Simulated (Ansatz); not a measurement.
Molecular dynamics on a 2×2×2 supercell (16 atoms) of InSb (CsCl type), relaxed with r2SCAN. Forces come from r2SCAN in Ansatz: a Nosé-Hoover thermostat at fixed volume, 450 K, steps of 3 fs. Spin polarisation is off, nuclei are classical, and the run is far too short for thermal averages. The structure comes from a prototype and may be hypothetical.

```yaml
crystal:
  lattice:
    - [7.5379524539, 0.0, 0.0]
    - [0.0, 7.5379524539, 0.0]
    - [0.0, 0.0, 7.5379524539]
  atoms:
    - { symbol: In, position: [0.0, 0.0, 0.0] }
    - { symbol: Sb, position: [0.25, 0.25, 0.25] }
    - { symbol: In, position: [0.0, 0.0, 0.5] }
    - { symbol: Sb, position: [0.25, 0.25, 0.75] }
    - { symbol: In, position: [0.0, 0.5, 0.0] }
    - { symbol: Sb, position: [0.25, 0.75, 0.25] }
    - { symbol: In, position: [0.0, 0.5, 0.5] }
    - { symbol: Sb, position: [0.25, 0.75, 0.75] }
    - { symbol: In, position: [0.5, 0.0, 0.0] }
    - { symbol: Sb, position: [0.75, 0.25, 0.25] }
    - { symbol: In, position: [0.5, 0.0, 0.5] }
    - { symbol: Sb, position: [0.75, 0.25, 0.75] }
    - { symbol: In, position: [0.5, 0.5, 0.0] }
    - { symbol: Sb, position: [0.75, 0.75, 0.25] }
    - { symbol: In, position: [0.5, 0.5, 0.5] }
    - { symbol: Sb, position: [0.75, 0.75, 0.75] }
kpoints:
  mp_grid: { grid: [2, 2, 2] }
hamiltonian:
  xc: r2scan
scf:
  occupations: { method: fermi_dirac, width: 0.039 }
md:
  ensemble: nvt_nose_hoover
  temperature: 450
  timestep: 3.0
  n_steps: 40
  initial_velocities: maxwell_boltzmann
  seed: 6225
```

Run as `ansatz run input.yaml --threads 4 --pin off --max-ram 3686MiB --backend cpu --events-out ev --progress --plain --runs-dir out`. It ended after 7.6 min on 4 threads of Intel(R) Xeon(R) Processor @ 2.50GHz (Skylake/Cascade Lake), with other jobs on the host; peak host memory 2.9 GiB.

```
step  t (fs)  T (K)  free energy F from step 0 (meV/atom)  kinetic energy (meV/atom)  largest force (eV/Å)
   0       0    450                                   0.0                       54.5                  0.00
   1       3    449                                   0.1                       54.4                  0.05
   2       6    447                                   0.3                       54.2                  0.09
   3       9    444                                   0.8                       53.8                  0.14
   4      12    439                                   1.3                       53.2                  0.18
   5      15    433                                   2.1                       52.5                  0.23
   6      18    426                                   2.9                       51.6                  0.27
   7      21    418                                   4.0                       50.6                  0.30
   8      24    408                                   5.1                       49.5                  0.34
   9      27    398                                   6.3                       48.3                  0.37
  10      30    387                                   7.7                       46.9                  0.40
  11      33    376                                   9.1                       45.5                  0.43
  12      36    364                                  10.7                       44.1                  0.46
  13      39    351                                  12.2                       42.6                  0.50
  14      42    339                                  13.9                       41.1                  0.54
  15      45    326                                  15.5                       39.5                  0.58
  16      48    313                                  17.2                       38.0                  0.61
  17      51    301                                  18.8                       36.5                  0.64
  18      54    289                                  20.4                       35.0                  0.67
  19      57    277                                  22.0                       33.6                  0.70
```

The temperature goes from 450 K to 277 K in 57 fs. The thermostat hasn't had time to restore it. The atoms start on their lattice sites with kinetic energy alone, so much of it first passes into potential energy. By the last step the atoms have moved 0.16 Å in the root mean square, the drift of the whole cell taken out, 0.26 Å at most. The job's limit cut the run after 19 of 40 steps.

Positions (Å) and forces (eV/Å) at step 19:
```
In   0.065  -0.081  -0.002    -0.089   0.136  -0.075
Sb   1.881   1.937   1.787     0.326  -0.306   0.222
In   0.038  -0.033   3.837     0.013   0.184   0.008
Sb   1.939   2.070   5.777    -0.202  -0.350  -0.070
In   0.030   3.736   0.179    -0.141   0.296  -0.621
Sb   1.834   5.691   1.811     0.209  -0.155  -0.160
In   0.011   3.609   3.732     0.049   0.269   0.395
Sb   1.907   5.584   5.590    -0.480   0.029   0.010
In   3.798   0.025  -0.132    -0.190   0.216   0.375
Sb   5.721   2.039   1.832    -0.421  -0.430  -0.152
In   3.704  -0.233   3.671     0.049   0.418  -0.022
Sb   5.656   1.907   5.719     0.119   0.192  -0.098
In   3.702   3.916  -0.050     0.297  -0.025   0.336
Sb   5.727   5.626   2.008    -0.134  -0.022  -0.139
In   3.675   3.660   3.718     0.196  -0.009  -0.075
Sb   5.539   5.749   5.745     0.400  -0.444   0.065
```
